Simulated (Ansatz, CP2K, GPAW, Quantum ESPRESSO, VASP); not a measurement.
# BaZrO3: equilibrium volume by level of theory

```
Ba Zr O
1.0
     4.19134    0.00000    0.00000
     0.00000    4.19134    0.00000
     0.00000    0.00000    4.19134
Ba Zr O
1 1 3
Direct
  0.00000 0.00000 0.00000
  0.50000 0.50000 0.50000
  0.50000 0.50000 0.00000
  0.50000 0.00000 0.50000
  0.00000 0.50000 0.50000
```

```csv
rung,level,program and potentials,cutoff (eV),k mesh,smearing,task,equilibrium volume (Å³/atom),miss,notes
LDA,LDA,"CP2K, GTH_POTENTIALS Ba GTH-PADE-q10, Zr GTH-PADE-q12, O GTH-PADE-q6; TZVP-MOLOPT-PBE-GTH basis",-,6 × 6 × 6,fermi-dirac 0.05,equation of state,14.30,-3.0 %,atomic basis
LDA,LDA,"GPAW, the program's PAW data sets (release 1.2.1) made for this functional",800,6 × 6 × 6,fermi-dirac 0.05,equation of state,14.20,-3.7 %,-
LDA,LDA,"Quantum ESPRESSO, GBRV 1.5 LDA",612,6 × 6 × 6,fermi-dirac 0.05,equation of state,14.34,-2.7 %,-
LDA,LDA,"VASP, LDA PAW files Ba_sv, O, Zr_sv, 600 eV",600,6 × 6 × 6,gaussian 0.02,relaxation of cell and atoms,14.38,-2.4 %,-
GGA,PBE,"GPAW, GPAW PAW data sets (gpaw-data 1.2.1)",800,6 × 6 × 6,fermi-dirac 0.05,equation of state,15.09,+2.4 %,-
GGA,PBE,"VASP, PBE PAW files Ba_sv, O, Zr_sv, 600 eV",600,6 × 6 × 6,gaussian 0.02,relaxation of cell and atoms,15.19,+3.1 %,-
GGA + dispersion,PBE+D3(BJ),"VASP, PBE PAW files Ba_sv, O, Zr_sv, 600 eV",600,6 × 6 × 6,gaussian 0.02,relaxation of cell and atoms,14.93,+1.3 %,-
GGA,PBEsol,"Ansatz, all-electron LAPW, scalar-relativistic",-,6 × 6 × 6,fermi-dirac 0.05,equation of state,14.61,-0.9 %,-
GGA,PBEsol,"GPAW, PAW data sets generated for this functional",800,6 × 6 × 6,fermi-dirac 0.05,equation of state,14.60,-0.9 %,-
GGA,PBEsol,"VASP, PBE PAW files Ba_sv, O, Zr_sv, 520 eV",520,6 × 6 × 6,fermi-dirac 0.05,equation of state,14.73,-0.1 %,potentials made for PBE
meta-GGA,SCAN,"VASP, PBE PAW files Ba_sv, O, Zr_sv, 600 eV",600,6 × 6 × 6,gaussian 0.05,relaxation of cell and atoms,14.89,+1.0 %,potentials made for PBE
meta-GGA + dispersion,r2SCAN+rVV10,"VASP, PBE PAW files Ba_sv, O, Zr_sv, 600 eV",600,6 × 6 × 6,gaussian 0.05,relaxation of cell and atoms,14.85,+0.7 %,potentials made for PBE
```

All rows: no spin polarisation. Smearing widths are in eV. Meshes are those of the run's cell of 5 atoms unless a note names another. Relaxations start from the cell shown or near it and stop with a little pressure left. Misses use the values as printed. Runs on faulty files, with rough fits or with known faults for this quantity aren't shown. No row holds spin-orbit coupling.

By rung: LDA 14.20 to 14.38; GGA 14.60 to 15.19; GGA + dispersion 14.93; meta-GGA 14.89; meta-GGA + dispersion 14.85; LDA in atomic bases 14.30 (Å³/atom). Measured: 14.74 Å³/atom at 300 K (a printed reference work). Closest, coarse meshes and atomic bases left aside, is PBEsol with VASP, PBE PAW files Ba_sv, O, Zr_sv, 520 eV (-0.1 %), and PBE misses by +2.4 % to +3.1 % on plain settings. The runs are for a static lattice, while measurements hold temperature and zero-point motion.
